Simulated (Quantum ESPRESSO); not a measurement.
The system is Li.

```
Li
1.0
    -1.75465    1.75465    1.75465
     1.75465   -1.75465    1.75465
     1.75465    1.75465   -1.75465
Li
1
Direct
  0.00000 0.00000 0.00000
```

| Item | Value |
| --- | --- |
| Program | Quantum ESPRESSO 7.5 |
| Task | single point |
| Functional | PBEsol |
| Potentials or basis | GBRV 1.5 PBEsol |
| Cutoff | 612 eV |
| Density cutoff | 4898 eV |
| k mesh | 11 × 11 × 11 |
| Occupations | fermi-dirac, width 0.05 eV |
| Spin | no spin polarisation |

On this cell: pressure -0.8 GPa; band gap on the k mesh none (metal or under the smearing width).

The same run follows on a disturbed copy (cell strained at random at fixed volume):

```
Li
1.0
    -1.73329    1.76667    1.73520
     1.72839   -1.79094    1.75457
     1.74318    1.80083   -1.75947
Li
1
Cartesian
  -0.0064 -0.0779 0.0361
```

Q: What changes?

A: The energy (extrapolated to zero smearing) moves by +0.2 meV/atom; pressure -0.8 GPa; band gap on the k mesh none (metal or under the smearing width).

Stress tensor (GPa, compression positive):
```
-0.78 -0.07  0.02
-0.07 -0.88  0.19
 0.02  0.19 -0.79
```
